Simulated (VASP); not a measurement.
All values below come from PBEsol GGA, VASP's PBE PAW potentials (set 64) (plane waves; VASP).

The input files of a VASP run:

KPOINTS:
```
Automatic mesh
0
Gamma
8 8 8
0 0 0
```

File POSCAR:
```
CsI
1
    4.5164468370     0.0000000000     0.0000000000
    0.0000000000     4.5164468370     0.0000000000
    0.0000000000     0.0000000000     4.5164468370
Cs I
1 1
Direct
  0.0000000000   0.0000000000   0.0000000000
  0.5000000000   0.5000000000   0.5000000000
```

INCAR:
```
LMAXMIX  =  4   ! l cut-off of mixed one-centre charges
GGA  =  PS   ! PBEsol
SIGMA  =  0.01   ! width (eV)
LASPH  =  .TRUE.
NEDOS  =  1001
SYSTEM  =  CsI
LREAL  =  .FALSE.   ! projection in real space or not
EDIFF  =  1E-7   ! SCF stop (eV)
ENCUT  =  400   ! plane-wave cut-off (eV)
LCHARG  =  .FALSE.
PREC  =  Accurate
NELM  =  100
LWAVE  =  .FALSE.
NBANDS  =  36
LOPTICS  =  .TRUE.
CSHIFT  =  0.1
ISMEAR  =  0   ! Gaussian
ALGO  =  Normal   ! blocked Davidson
```

POTCAR, in this order: Cs_sv I (PBE.64 set). Program: vasp_std.

The run wrote:

### OUTCAR
```
 ion  position               nearest neighbor table
   1  0.000  0.000  0.000-
   2  0.500  0.500  0.500-
  LATTYP: Found a simple cubic cell.
 ALAT       =     4.5164468370
 Subroutine PRICEL returns:
 Original cell was already a primitive cell.
 Subroutine GETGRP returns: Found 48 space group operations
The static configuration has the point symmetry O_h .
The dynamic configuration has the point symmetry O_h .
 Subroutine INISYM returns: Found 48 space group operations
 Subroutine IBZKPT returns following result:
 Found     35 irreducible k-points:

 Following reciprocal coordinates:
            Coordinates               Weight
  0.000000  0.000000  0.000000      1.000000
  0.125000  0.000000  0.000000      6.000000
  0.250000  0.000000  0.000000      6.000000
  0.375000  0.000000  0.000000      6.000000
  0.500000  0.000000  0.000000      3.000000
  0.125000  0.125000  0.000000     12.000000
  0.250000  0.125000  0.000000     24.000000
  0.375000  0.125000  0.000000     24.000000
  0.500000  0.125000  0.000000     12.000000
...
```

OSZICAR:
```
       N       E                     dE             d eps       ncg     rms          rms(c)
DAV:   1     0.667745351590E+02    0.66775E+02   -0.45369E+03  2520   0.298E+02
DAV:   2    -0.196200983356E+01   -0.68737E+02   -0.63981E+02  3132   0.761E+01
DAV:   3    -0.586959217269E+01   -0.39076E+01   -0.38705E+01  3116   0.180E+01
DAV:   4    -0.590533313699E+01   -0.35741E-01   -0.35733E-01  3044   0.184E+00
DAV:   5    -0.590583075933E+01   -0.49762E-03   -0.49761E-03  3060   0.202E-01    0.141E+00
DAV:   6    -0.579667800806E+01    0.10915E+00   -0.13856E-02  2928   0.619E-01    0.894E-01
DAV:   7    -0.577305718504E+01    0.23621E-01   -0.25520E-02  3008   0.589E-01    0.489E-01
DAV:   8    -0.577517180954E+01   -0.21146E-02   -0.61695E-03  2836   0.220E-01    0.786E-02
DAV:   9    -0.577499265585E+01    0.17915E-03   -0.13864E-04  3068   0.444E-02    0.420E-02
DAV:  10    -0.577503375335E+01   -0.41097E-04   -0.14318E-04  2940   0.318E-02    0.563E-02
DAV:  11    -0.577500779656E+01    0.25957E-04   -0.18067E-05  2768   0.137E-02    0.172E-02
DAV:  12    -0.577500747112E+01    0.32543E-06   -0.53353E-06  3080   0.563E-03    0.730E-03
DAV:  13    -0.577500740745E+01    0.63669E-07   -0.98942E-08  2952   0.124E-03
   1 F= -.57750074E+01 E0= -.57750074E+01  d E =-.223549E-25
 imaginary and real dielectric function
```

OUTCAR:
```
------------------------ aborting loop because EDIFF is reached ----------------------------------------
  FORCE on cell =-STRESS in cart. coord.  units (eV):
  Direction    XX          YY          ZZ          XY          YZ          ZX
  --------------------------------------------------------------------------------------
  Total       -0.0204515     -0.0204515     -0.0204515     -0.0000000     -0.0000000     -0.0000000
  in kB       -0.3556685     -0.3556685     -0.3556685     -0.0000000     -0.0000000     -0.0000000
  external PRESSURE =      -0.3556685 kB  Pullay stress =       0.0000000 kB
  volume of cell :       92.13
      direct lattice vectors                 reciprocal lattice vectors
     4.516446837  0.000000000  0.000000000     0.221412990  0.000000000  0.000000000
     0.000000000  4.516446837  0.000000000     0.000000000  0.221412990  0.000000000
     0.000000000  0.000000000  4.516446837     0.000000000  0.000000000  0.221412990
 POSITION                                       TOTAL-FORCE (eV/Angst)
 -----------------------------------------------------------------------------------
      0.00000      0.00000      0.00000         0.000000      0.000000      0.000000
      2.25822      2.25822      2.25822         0.000000      0.000000      0.000000
 -----------------------------------------------------------------------------------
    total drift:                                0.000000     -0.000000     -0.000000
  FREE ENERGIE OF THE ION-ELECTRON SYSTEM (eV)
  ---------------------------------------------------
  free  energy   TOTEN  =        -5.7750074075 eV

  energy  without entropy=       -5.7750074075  energy(sigma->0) =       -5.77500741

 plasma frequency squared (from intraband transitions) (eV^2)
  --------------------------------------------------------------------------------------
       0.000       0.000      -0.000
       0.000       0.000       0.000
       0.000       0.000       0.000

 plasma frequency squared (from interband transitions, int dw w eps(2)(w)) (eV^2)
  --------------------------------------------------------------------------------------
     241.685       0.000       0.000      -0.000       0.000       0.000
       0.000       0.000     241.685       0.000      -0.000      -0.000
       0.000      -0.000      -0.000       0.000     241.685       0.000
```
(Selected blocks of OUTCAR.)

The compound is CsI in the CsCl type structure. It was relaxed first.
